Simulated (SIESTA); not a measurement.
## NaF (Villiaumite) in SIESTA: convergence with Tolerance

Input of the first run (Tolerance 0.1); the others differ in this setting and in those tied to it:

File NaF.fdf:

```
SystemName                      Villiaumite
SystemLabel                     NaF
NumberOfSpecies                 2
NumberOfAtoms                   2
%block ChemicalSpeciesLabel
  1  11 Na
  2   9 F
%endblock ChemicalSpeciesLabel

LatticeConstant                 1.0 Ang
%block LatticeVectors
     0.0000000000     2.3200000000     2.3200000000
     2.3200000000     0.0000000000     2.3200000000
     2.3200000000     2.3200000000     0.0000000000
%endblock LatticeVectors
AtomicCoordinatesFormat         Fractional
%block AtomicCoordinatesAndAtomicSpecies
    -0.0046440000     0.0073970000     0.0091130000  1  Na
     0.4993530000     0.5032590000     0.4873860000  2  F
%endblock AtomicCoordinatesAndAtomicSpecies

%block kgrid.MonkhorstPack
    8   0   0  0.0
    0   8   0  0.0
    0   0   8  0.0
%endblock kgrid.MonkhorstPack
XC.Functional                   GGA
XC.Authors                      RPBE
PAO.BasisSize                   DZP
PAO.EnergyShift                 0.002 Ry
Mesh.Cutoff                     800 Ry
OccupationFunction              FD
ElectronicTemperature           0.05 eV
MaxSCFIterations                120
SCF.MustConverge                false
SCF.Mixer.Method                Pulay
SCF.Mixer.Weight                0.25
SCF.Mixer.History               8
SCF.DM.Tolerance                1.0e-01
SCF.H.Tolerance                 1.0e+00 eV
WriteForces                     true
Charge.Mulliken                 end
%block PAO.Basis
  Na 4
  n=2 0 1
    3.021
  n=3 0 2
    9.500 0.000
  n=2 1 1
    3.575
  n=3 1 1
    9.500
%endblock PAO.Basis
```

Potentials or basis: PseudoDojo 0.4 standard (PBE files), DZP (energy shift 0.002 Ry; radii capped at 9.5 bohr).

Launch:

```console
$ siesta < NaF.fdf > NaF.out 2>&1
```

The cell isn't the ideal one: atoms moved at random, drawn with an rms of 0.05 Å.

Hardware: 1 thread of Arm Neoverse V2, with other jobs on the host.

| Tolerance | energy less the tightest run, at zero smearing (meV/atom) | pressure (GPa) | largest force (eV/Å) | gap on the mesh (eV) | SCF cycles | CPU time (s) | peak memory (GiB) |
| --- | --- | --- | --- | --- | --- | --- | --- |
| 0.1 | 1.70 | 4.80 | 0.190 | 6.639 | 4 | 17 | 0.24 |
| 0.01 | 0.00 | 5.33 | 0.195 | 6.569 | 7 | 22 | 0.24 |
| 0.001 | 0.00 | 5.35 | 0.195 | 6.567 | 8 | 24 | 0.24 |
| 0.0001 | 0.00 | 5.34 | 0.195 | 6.568 | 11 | 29 | 0.24 |
| 1e-05 | 0.00 | 5.34 | 0.195 | 6.568 | 11 | 29 | 0.25 |
| 1e-06 | 0.00 | 5.34 | 0.195 | 6.568 | 15 | 36 | 0.25 |

Against the tightest run, the energy stays within 1 meV/atom from 0.01 on; the pressure stays within 0.1 GPa from 0.01 on; the largest force stays within 0.005 eV/Å from 0.01 on; the gap on the mesh stays within 0.01 eV from 0.01 on. The tightest run that finished is the yardstick and may itself not be fully converged.

Caveat, for the tightest run too: semicore shells carry a single zeta, which can move pressures by several GPa and volumes by a few percent; the potentials were made for another functional, which shifts forces and pressure; the basis of atomic orbitals isn't converged, which shifts pressures, moduli and gaps.
